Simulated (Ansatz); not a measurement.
## Structures of ZrC$_{3}$: which is lowest?

Plane-wave DFT in Ansatz with scalar-relativistic PAW potentials, cutoff 500 eV, Γ-centred meshes chosen by cell and gap, Gaussian smearing with energies taken to zero width. Every cell was relaxed (cell and atoms) in a run of its own, within the symmetry of its start. Functional: r2SCAN.

Relaxed structures (starts from databases or built by putting these elements on another compound's sites):
A. Pm-3n, 8 atoms in the computed cell, a = 4.310 Å; sites (symmetry × multiplicity) Zr m-3. × 2, C -4m.2 × 6; start: built
B. Pm-3m, 4 atoms in the computed cell, a = 3.394 Å; sites (symmetry × multiplicity) Zr m-3m × 1, C 4/mm.m × 3; start: built

**Question.** Rank them by energy. Could pressure change the order?

**Answer.**
```tsv
structure	group	E − E(lowest) (meV/atom)	V (Å³/atom)	gap on mesh (eV)
B	Pm-3m	0.0	9.77	0.00
A	Pm-3n	206	10.01	0.00
```

B is lowest, 206 meV/atom under A. The lowest is also the densest of these, so pressure wouldn't bring one of the others in at first order. Other structures may lie lower than all of these, and vibrations aren't counted.